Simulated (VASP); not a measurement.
Write the native input for VASP 6.6.1 that does the following.

| Item | Value |
| --- | --- |
| Task | relaxation of cell and atoms |
| Functional | PBE |
| Potentials or basis | VASP PAW PBE potentials, release 64 (Ta) |
| Cutoff | 300 eV |
| k mesh | 8 × 8 × 8 |
| Occupations | methfessel-paxton, width 0.1 eV |
| Spin | no spin polarisation |
| Further INCAR settings | ALGO = Normal; EDIFF = 1e-07; IBRION = 2; EDIFFG = -0.005; NSW = 90; ISIF = 3 |

The structure of Ta lies in POSCAR:

```
Ta                                      
1.0
   -1.6479677078      1.6479677078      1.6479677078
    1.6479677078     -1.6479677078      1.6479677078
    1.6479677078      1.6479677078     -1.6479677078
  Ta            
     1
Direct
     0.0000000000000000    0.0000000000000000    0.0000000000000000
```

The input as run:

INCAR

```
SYSTEM = Ta
ALGO     = Normal         ! electronic algorithm
EDIFF    = 1E-7           ! SCF threshold, eV
EDIFFG   = -0.005         ! ionic threshold
ENCUT    = 300            ! plane-wave cutoff, eV
GGA      = PE             ! functional
IBRION   = 2              ! ionic algorithm
ISIF     = 3              ! what is computed and relaxed
ISMEAR   = 1              ! smearing method
LASPH    = .True.         ! aspherical terms in the spheres
LCHARG   = .False.        ! write CHGCAR
LREAL    = .False.        ! projectors in reciprocal space
LWAVE    = .False.        ! write WAVECAR
NELM     = 80             ! most SCF steps
NSW      = 90             ! ionic steps
PREC     = Accurate       ! precision mode
SIGMA    = 0.1            ! smearing width, eV
```

KPOINTS

```
k-points
0
Gamma
  8 8 8
  0 0 0
```

Potentials or basis: VASP PAW PBE potentials, release 64 (Ta).

Run with:

```sh
$ cat potpaw_PBE.64/Ta/POTCAR > POTCAR
$ mpirun -np 1 vasp_std > vasp.out
```

It gave:

```yaml
Pressure_after_relaxing: 0.0 GPa
Band_gap_on_the_k_mesh: none (metal or under the smearing width)
```

Caveat: the relaxation stopped at its first step, so nothing moved.

Wall time 1.2 s on 1 thread of Intel(R) Xeon(R) 6975P-C (Granite Rapids), with other jobs on the host, peak memory 0.11 GiB.
